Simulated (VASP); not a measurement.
A run of VASP 6.6.1 is set up as follows.

run.py

```python
from ase.calculators.vasp import Vasp
from ase.eos import EquationOfState
from ase.io import Trajectory
from ase.io import read
from ase.units import GPa

atoms = read('POSCAR')
atoms.set_initial_magnetic_moments([2.23, 0.0, 0.0])
calc = Vasp(
    directory='calc',
    xc='blyp',
    pp='PBE',
    setups='recommended',
    prec='Accurate',
    encut=520,
    ediff=1e-06,
    ismear=-5,
    sigma=0.05,
    lreal=False,
    lasph=True,
    nelm=100,
    algo='Normal',
    isif=2,
    lwave=False,
    lcharg=False,
    ispin=2,
    lorbit=11,
    nupdown=4,
    lmaxmix=4,
    ivdw=13,
    vdw_s6=1.0,
    vdw_s8=2.34076671,
    vdw_a1=0.44488865,
    vdw_a2=4.0933009,
    kpts=[9, 9, 9],
    gamma=True,
)
atoms.calc = calc
cell = atoms.cell.copy()
volumes, energies = [], []
traj = Trajectory('eos.traj', 'w')
for x in [0.94, 0.96, 0.98, 1.0, 1.02, 1.04, 1.06]:
    atoms.set_cell(cell * x ** (1 / 3), scale_atoms=True)
    volumes.append(atoms.get_volume())
    energies.append(atoms.get_potential_energy())
    traj.write(atoms)
    print(f'{x:5.2f} {volumes[-1]:12.5f} {energies[-1]:14.6f}')

v0, e0, B = EquationOfState(volumes, energies, eos='vinet').fit()
print(f'V0 = {v0:.4f} A^3, E0 = {e0:.6f} eV, B = {B / GPa:.2f} GPa')
```

The input POSCAR:

```
CoSi2
1.0
    0.0000000000      2.6780000000      2.6780000000
    2.6780000000      0.0000000000      2.6780000000
    2.6780000000      2.6780000000      0.0000000000
Co Si
1 2
Direct
    0.0000000000      0.0000000000      0.0000000000
    0.7500000000      0.7500000000      0.7500000000
    0.2500000000      0.2500000000      0.2500000000
```

Potentials or basis: VASP PAW PBE potentials, release 64 (Co, Si).

Run with:

```bash
$ python run.py
```

Task: Estimate the equilibrium volume.

Result: Outside the volumes run.

Energy against volume, from the lowest point:
| volume (Å³/atom) | energy (meV/atom) |
| --- | --- |
| 12.036 | 323.77 |
| 12.292 | 251.16 |
| 12.548 | 186.88 |
| 12.804 | 129.73 |
| 13.060 | 80.13 |
| 13.316 | 37.23 |
| 13.572 | 0.00 |

Caveat: the moment is held away from its start; the PAW data sets were made with another functional, which shifts forces and pressure a little; the total moment is fixed, so each spin has its own Fermi level.
